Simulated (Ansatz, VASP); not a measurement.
## MgO: VASP beside Ansatz

```
CELL_PARAMETERS angstrom
0.00000 2.28201 2.28201
2.28201 0.00000 2.28201
2.28201 2.28201 0.00000
ATOMIC_POSITIONS crystal
Mg 0.00000 0.00000 0.00000
O 0.25000 0.25000 0.25000
```

Alike in both runs: task single point; functional r2SCAN; k mesh 5 × 5 × 5; no spin polarisation.

|  | VASP | Ansatz |
| --- | --- | --- |
| version | VASP 6.6.1 | Ansatz 0.2.0 |
| potentials or method | VASP PAW PBE potentials, release 64 (Mg, O) | plane waves |
| plane-wave cutoff (eV) | 520 | 500 |
| occupations | gaussian, width 0.01 eV | fixed |
| valence electrons in the cell | 8 | 16 |

|  | VASP | Ansatz | Ansatz less VASP |
| --- | --- | --- | --- |
| gap on the k mesh at the Fermi level (eV) | 4.32 | 4.34 | +0.014 |
| pressure (GPa) | -0.6 | 0.0 | +0.58 |

The two sets of potentials don't hold the same shells in valence.

Caveats: the k mesh is coarse (spacing up to 0.48 Å⁻¹), so the values aren't converged; the PAW data sets were made with another functional, which shifts forces and pressure a little (VASP). r2SCAN opens gaps a little over a GGA but as a rule still falls short of measured ones.
